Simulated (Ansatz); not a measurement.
Given:

LiI (rock salt)

```
LiI
1.0
    0.00000     2.95164     2.95164
    2.95164     0.00000     2.95164
    2.95164     2.95164     0.00000
I Li
1 1
Direct
  0.00000   0.00000   0.00000
  0.50000   0.50000   0.50000
```

Scan: atom 2 (Li, nearest neighbour I at 2.952 Å; its periodic images, 4.2 Å or more away, move with it) is displaced along Cartesian x, direction (1.000, 0.000, 0.000) in Cartesian axes, by s. The other atoms stay.

Method: PBEsol (plane waves to 420 eV, PAW, scalar-relativistic; Ansatz, a first-principles code). k mesh 8×8×8 (Γ-centred), Fermi-Dirac smearing 0.05 eV. The energy includes the smearing's −TS. LiI was relaxed with its symmetry unable to fall. Spin-orbit coupling is left out, though I is heavy. ΔE is measured from the undisplaced structure.

The scan covers s from -0.590 to 0.590 Å in 11 points.

Is the energy the same for equal positive and negative displacements?

Even: the same for both signs. With its periodic images moving along, the atom's site symmetry in this cell is m-3m.

What is the energy change at s = 0.590 Å?

246.1 meV/cell.

What force acts on the atom along the line at s = -0.590 Å?

1.35 eV/Å.

What is the force constant k = d²E/ds² of this move at s = 0?

0.60 eV/Å².

With two atoms in the cell this is the zone-centre optical mode. What wavenumber follows (transverse: no LO-TO term)?

158 cm⁻¹.

(A displaced cell: forces are minus the slopes of the energy, force constants its curvatures, and phonons follow from these.)
